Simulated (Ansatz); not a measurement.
# AlGa3N4: the cost of one run

Program: Ansatz 0.2.0. Level of theory: DFT r2SCAN, scalar-relativistic, plane waves, PAW. These are calculated values, not measurements.

1 further run of the same task is left out (set aside as unsound or not needed).

## (1) The starting structure

Symmetry: Pm, No. 6, monoclinic system. The conventional cell has a = 5.139 Å, b = 3.163 Å, c = 5.477 Å, α = 90.00°, β = 90.04°, γ = 90.00°. Al (site symmetry m) has 4 N at 1.89 to 1.90 Å as nearest neighbours. Ga (site symmetry m) has 4 N at 1.94 to 1.95 Å as nearest neighbours. Around Ga (site symmetry m) lie 4 N at 1.94 to 1.96 Å. Ga (site symmetry m) has 4 N at 1.95 to 1.96 Å as nearest neighbours. Around N (site symmetry m) lie 1 Al at 1.89 Å and 3 Ga at 1.95 Å. Around N (site symmetry m) lie 2 Al at 1.90 Å and 2 Ga at 1.96 Å. N (site symmetry m) is surrounded by 4 Ga at 1.94 to 1.95 Å. N (site symmetry m) has 1 Al at 1.90 Å and 3 Ga at 1.94 Å as nearest neighbours.

Structure file:

```
CELL_PARAMETERS angstrom
5.13892 0.00000 0.00002
0.00000 3.16341 0.00000
-0.00369 0.00000 5.47699
ATOMIC_POSITIONS crystal
Al 0.00058 0.50000 0.66730
Ga 0.49917 0.50000 0.33506
Ga 0.49925 0.00000 0.83146
Ga 0.99986 0.00000 0.16619
N 0.11941 0.50000 0.34060
N 0.11733 0.00000 0.82593
N 0.62024 0.00000 0.16619
N 0.63175 0.50000 0.66727
```

It goes back to an entry of the Materials Project, which need not be the stable form.

This cell was relaxed beforehand with the same method: volume 11.13 Å³/atom, gap on the mesh 2.89 eV.

## (2) Electronic structure at the relaxed geometry

The input, input.yaml:

```yaml
crystal:
  lattice:
    - [5.1389202027, 0.0, 1.71871e-05]
    - [0.0, 3.1634143065, 0.0]
    - [-0.0036943801, 0.0, 5.4769945785]
  atoms:
    - { symbol: Al, position: [0.0005828856, 0.5, 0.6672982355] }
    - { symbol: Ga, position: [0.4991712867, 0.5, 0.335060699] }
    - { symbol: Ga, position: [0.4992511921, 0.0, 0.8314570702] }
    - { symbol: Ga, position: [0.9998609978, 0.0, 0.166191385] }
    - { symbol: "N", position: [0.1194130437, 0.5, 0.3406010341] }
    - { symbol: "N", position: [0.117331043, 0.0, 0.8259310374] }
    - { symbol: "N", position: [0.6202395493, 0.0, 0.1661937142] }
    - { symbol: "N", position: [0.6317500118, 0.5, 0.6672678245] }
basis:
  ecutwfc: 500
kpoints:
  mp_grid: { grid: [6, 8, 4] }
  band_path:
    path:
      - [0.0, 0.0, 0.0]
      - [0.0, 0.5, 0.0]
      - [0.0, 0.5, 0.5]
      - [0.0, 0.0, 0.5]
      - [0.0, 0.0, 0.0]
      - [-0.5, 0.0, 0.5]
      - [-0.5, 0.5, 0.5]
      - [0.0, 0.5, 0.0]
      - [-0.5, 0.5, 0.0]
      - [-0.5, 0.0, 0.0]
      - [0.0, 0.0, 0.0]
    npoints: 14
hamiltonian:
  xc: r2scan
scf:
  occupations: { method: gaussian, width: 0.02 }
  n_extra_bands: 20
output:
  forces: true
  stress: true
  eigenvalues: true
  populations: true
  dos: { projected: true, de: 0.02, nscf_kmesh: { grid: [9, 12, 6] } }
  bader: true
  write_density: true
  write_potential: true
  elf: true
  volumetric_format: npy
```

The run is started by

```
ansatz run input.yaml --threads 2 --pin off --max-ram 5120MiB --backend cpu --events-out ev --progress --plain --runs-dir out
```

**Question.** How long does this run take on 2 threads of Intel Xeon 6975P-C (Granite Rapids), shared host, and how much memory does it need?

About 87 s, with a peak of 1 GiB.
